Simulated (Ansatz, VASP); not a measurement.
One calculation of ZnSe, two programs

```
CELL_PARAMETERS angstrom
0.00000 2.78377 2.78377
2.78377 0.00000 2.78377
2.78377 2.78377 0.00000
ATOMIC_POSITIONS crystal
Zn 0.00000 0.00000 0.00000
Se 0.75000 0.75000 0.75000
```

Alike in both runs: functional LDA; k mesh 8 × 8 × 8; occupations gaussian, width 0.02 eV; no spin polarisation.

Ansatz relaxed the structure, and its values are those at the end. VASP's run is a single point on that final structure, the one shown.

|  | VASP | Ansatz |
| --- | --- | --- |
| version | VASP 6.6.1 | Ansatz 0.2.0 |
| potentials or method | VASP PAW LDA potentials, release 64 (Zn, Se) | scalar-relativistic, plane waves, PAW |
| plane-wave cutoff (eV) | 520 | 420 |
| valence electrons in the cell | 18 | 28 |

|  | VASP | Ansatz | Ansatz less VASP |
| --- | --- | --- | --- |
| gap on the k mesh at the Fermi level (eV) | 1.29 | 1.25 | -0.040 |
| least direct gap on the mesh (eV) | 1.29 | 1.25 | -0.040 |
| pressure (GPa) | 0.4 | 0.0 | -0.37 |

The two sets of potentials don't hold the same shells in valence.

As with any semilocal functional, this LDA gap is likely too small.
